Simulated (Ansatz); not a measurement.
Set up this calculation in Ansatz 0.2.0, as the native input.

```yaml
Task: single point
Functional: PBE
Potentials_or_basis: all-electron LAPW, scalar-relativistic
Cutoff: 254 eV (chosen from the basis error)
Basis_error_allowed: 0.001 eV/atom
k_mesh: 10 × 10 × 8
Occupations: gaussian, width 0.016 eV
Spin: no spin polarisation
```

Crystal: MoP.

```xyz
2
Lattice="3.2230 0.0000 0.0000 -1.6115 2.7912 0.0000 0.0000 0.0000 3.1910" Properties=species:S:1:pos:R:3 pbc="T T T"
Mo    0.0000    0.0000    0.0000
P     0.0000    1.8608    1.5955
```

One way to write it, as run:

input.yaml

```yaml
crystal:
  lattice:
    - [3.223, 0.0, 0.0]
    - [-1.6115, 2.7911998764, 0.0]
    - [0.0, 0.0, 3.191]
  atoms:
    - { symbol: Mo, position: [0.0, 0.0, 0.0] }
    - { symbol: P, position: [0.3333333333, 0.6666666667, 0.5] }
kpoints:
  mp_grid: { grid: [10, 10, 8] }
scf:
  occupations: { method: gaussian, width: 0.016 }
hamiltonian:
  xc: pbe
  pseudopotentials: { kind: all_electron, lapw: { basis_error: 0.001 } }
output:
  forces: true
  stress: true
  eigenvalues: true
```

Potentials or basis: all-electron LAPW, scalar-relativistic.

Launch:

```bash
$ ansatz run input.yaml --threads 1 --pin off --max-ram 3072MiB --backend cpu --events-out ev --progress --plain --runs-dir out
```

It gave:

```
Pressure               : 2.6 GPa
Band gap on the k mesh : none (metal or under the smearing width)
```

Wall time 26 s on 1 thread of Arm Neoverse V1, with other jobs on the host, peak memory 0.32 GiB.
